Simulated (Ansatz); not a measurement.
An input for Ansatz 0.2.0 (SnO2 (Cassiterite)):

```yaml
crystal:
  lattice:
    - [4.64324, 0.0, 0.0]
    - [0.0, 4.64324, 0.0]
    - [0.0, 0.0, 3.12277]
  atoms:
    - { symbol: Sn, position: [0.0, 0.0, 0.0] }
    - { symbol: Sn, position: [0.5, 0.5, 0.5] }
    - { symbol: O, position: [0.3042738483, 0.3042738483, 0.0] }
    - { symbol: O, position: [0.1957261517, 0.8042738483, 0.5] }
    - { symbol: O, position: [0.6957261517, 0.6957261517, 0.0] }
    - { symbol: O, position: [0.8042738483, 0.1957261517, 0.5] }
kpoints:
  mp_grid: { grid: [4, 4, 4] }
  band_path:
    path:
      - [0.0, 0.0, 0.0]
      - [0.0, 0.5, 0.0]
      - [0.5, 0.5, 0.0]
      - [0.0, 0.0, 0.5]
      - [0.0, 0.5, 0.5]
      - [0.5, 0.5, 0.5]
    npoints: 1
hamiltonian:
  xc: hse06
scf:
  occupations: { method: fixed }
  n_extra_bands: 6
output:
  eigenvalues: true
```

```sh
ansatz run input.yaml --threads 3 --pin off --max-ram 92160MiB --backend cuda --events-out ev --progress --plain --runs-dir out --devices 1 --max-vram 13GiB  # rebuilt from the run's record
```

How long will it take on 1 × NVIDIA H100 80GB HBM3 (shared by 6 runs) with 3 threads of AMD EPYC 7R13 (Zen 3), shared host, and how much memory?

It took 19 s; on shared hardware allow 9.3 s to 37 s. Peak host memory was 1.3 GiB. The sizes that set the cost: 1283 plane waves a state, 18 irreducible k points and 11 SCF cycles.

Exact exchange couples every pair of k points and filled bands, so it costs far more than a semilocal run.

[Paths, hosts, dates, memory and timing lines, banners, echoed tables and standing remarks are left out of the program output.]

[Logs are printed without paths, hosts, clocks, repeated set-up lines and the standing remarks that a program may print on its own settings, such as how far it seeks lower states.]

[Runs of the session that timed out or met a known fault of the program may be left out.]

[Cells called generated may have been cut or substituted from an entry of the Crystallography Open Database or the Materials Project.]

[Hosts, paths, dates, database ids (printed as entryN), source tags and the programs' standing remarks are cut or masked in the printed files.]
